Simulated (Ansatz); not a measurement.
Hf: relaxation of cell and atoms with PBE+D4

Hf:

```xyz
1
Lattice="0.0000 2.2200 2.2200 2.2200 0.0000 2.2200 2.2200 2.2200 0.0000" Properties=species:S:1:pos:R:3 pbc="T T T"
Hf    0.0000    0.0000    0.0000
```

This isn't the form of Hf at room conditions, which is hcp.

```
Program             : Ansatz 0.2.0
Task                : relaxation of cell and atoms
Functional          : PBE
Dispersion          : D4
Potentials or basis : Ansatz PAW
Cutoff              : 420 eV (not typed: the program's choice for these potentials)
k mesh              : 10 × 10 × 10
Occupations         : fermi-dirac, width 0.05 eV
Spin                : no spin polarisation
```

```
Relaxed volume                         : 22.20 Å³/atom
Relaxed cell                           : a = 3.154 Å, b = 3.154 Å, c = 3.154 Å, α = 60.00°, β = 60.00°, γ = 60.00°
Space group after relaxing (to 0.05 Å) : Fm-3m (No. 225)
Energy gained by relaxing              : 1.4 meV/atom
Ionic steps                            : 3
Pressure after relaxing                : 0.0 GPa
Band gap on the k mesh                 : none (metal or under the smearing width)
```

The path:
```
step  energy change (eV)  largest force (eV/Å)  volume (Å³)
   1              0.0000                0.0000        21.88
   2             -0.0013                0.0000        22.20
   3             -0.0014                0.0000        22.20
```

Final structure:
```cif
data_structure
_symmetry_space_group_name_H-M 'P 1'
_symmetry_Int_Tables_number 1
_cell_length_a 3.1545
_cell_length_b 3.1545
_cell_length_c 3.1545
_cell_angle_alpha 60.000
_cell_angle_beta 60.000
_cell_angle_gamma 60.000
_cell_volume 22.20
loop_
_atom_site_label
_atom_site_type_symbol
_atom_site_fract_x
_atom_site_fract_y
_atom_site_fract_z
_atom_site_occupancy
Hf1 Hf 0.00000 0.00000 0.00000 1
```

Levels at points of the mesh, in eV from the Fermi level:
```csv
k point,band 9,band 10,band 11,band 12,band 13,band 14,band 15,band 16,band 17
"(0.00, 0.00, 0.00)",-11.57,-11.57,-11.57,-7.24,1.39,1.39,1.39,4.21,4.21
"(0.00, 0.00, -0.50)",-11.59,-11.59,-11.57,-3.67,0.59,1.17,1.17,6.35,6.35
"(0.00, -0.50, -0.50)",-11.61,-11.61,-11.58,-3.30,-2.17,2.55,6.37,6.98,6.98
```

It took 3.2 s on 2 threads of Arm Neoverse V1, on a shared host, peak memory 0.29 GiB.

Caveat: the plane-wave basis is chosen anew once the cell has moved, so the energies of steps on either side of that aren't comparable; pairwise dispersion overbinds metals, which lowers pressure and volume. Zero-point motion and thermal expansion aren't in these numbers.
